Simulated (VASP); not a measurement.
Write the native input for VASP 6.6.1 that does the following.

```yaml
Task: single point
Functional: PBEsol
Potentials_or_basis: VASP PAW PBE potentials, release 64 (Al, O)
Cutoff: 520 eV
k_mesh: 9 × 9 × 2
Occupations: gaussian, width 0.1 eV
Spin: no spin polarisation
Dipole_correction: no
Further_INCAR_settings: ALGO = Fast; EDIFF = 1e-06; NBANDS = 20
```

The structure of Al2O3 lies in POSCAR:

```
Al2O3
1.0
    2.8843249483      0.0000000000      0.0000000000
   -1.4421624742      2.4978986780      0.0000000000
    0.0000000000      0.0000000000      9.3367544600
Al O
2 3
Direct
    0.0000000000      0.0000000000      0.1499923300
    0.0000000000      0.0000000000      0.8500076700
    0.3333333300      0.6666666700      0.2223169200
    0.6666666700      0.3333333300      0.0000000000
    0.3333333300      0.6666666700      0.7776830800
```

Measurements of this composition are mostly on another form, of space group No. 167.

One way to write it, as run:

INCAR

```
ALGO = Fast
EDIFF = 1E-6
ENCUT = 520
GGA = PS
ISIF = 2
ISMEAR = 0
LASPH = T
LCHARG = F
LREAL = F
LWAVE = F
NBANDS = 20
NELM = 100
PREC = Accurate
SIGMA = 0.1
```

KPOINTS

```
k-points
0
Gamma
  9 9 2
```

Potentials or basis: VASP PAW PBE potentials, release 64 (Al, O).

The run is started by

```bash
$ cat potpaw_PBE.64/Al/POTCAR potpaw_PBE.64/O/POTCAR > POTCAR
$ mpirun -np 1 vasp_std > vasp.out
```

Results of the run:

| Property | Result |
| --- | --- |
| Pressure | -2.8 GPa |
| Largest force | 0.143 eV/Å |
| Band gap on the k mesh | 4.73 eV, indirect (least direct gap 4.98 eV) |

Caveat: the PAW data sets were made with another functional, which shifts forces and pressure a little; an odd mesh through Γ misses points on the zone boundary, where band edges often lie.

Run time: 51 s on 1 thread of Intel(R) Xeon(R) Platinum 8175M CPU @ 2.50GHz (Skylake/Cascade Lake) (shared host), peak memory 0.19 GiB.
